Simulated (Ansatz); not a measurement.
# Cl: one input, then a changed one

The cell was built from the diamond type and relaxed in the same program; it needn't be a known or the stable phase. The listed cell was then made from it by scaling, straining or moving an atom.

First run: DFT, PBE, all-electron LAPW, scalar-relativistic (Ansatz 0.2.0).

Command: `ansatz run input.yaml --threads 1 --pin off --max-ram 2048MiB --backend cpu --events-out ev --progress --plain --runs-dir out` The run took 15 s on 1 thread of Intel(R) Xeon(R) Platinum 8259CL CPU @ 2.50GHz (Skylake/Cascade Lake), on a shared host.

```yaml
crystal:
  lattice:
    - [0.0, 3.2086565229, 3.2086565229]
    - [3.2086565229, 0.0, 3.2086565229]
    - [3.2086565229, 3.2086565229, 0.0]
  atoms:
    - { symbol: Cl, position: [0.0, 0.0, 0.0] }
    - { symbol: Cl, position: [0.25, 0.25, 0.25] }
kpoints:
  mp_grid: { grid: [14, 14, 14] }
scf:
  occupations: { method: fermi_dirac, width: 0.08 }
hamiltonian:
  xc: pbe
  pseudopotentials: { kind: all_electron, lapw: { basis_error: 0.001 } }
output:
  forces: true
  stress: true
  eigenvalues: true
```

Result: converged; pressure 0.48 GPa; no gap on the k mesh; 4 SCF iterations.

The input is then changed:

```diff
@@ -10,5 +10,5 @@
   mp_grid: { grid: [14, 14, 14] }
 scf:
-  occupations: { method: fermi_dirac, width: 0.08 }
+  occupations: { method: methfessel_paxton, width: 0.001 }
 hamiltonian:
   xc: pbe
@@ -18,3 +18,5 @@
   stress: true
   eigenvalues: true
+basis:
+  xc_grid: 2
```

**Question.** Predict the outcome of the changed run.

**Answer.** It converged; energy at zero smearing +0.7 meV/atom from the first run; pressure 0.26 GPa; no gap on the k mesh; 5 SCF iterations.
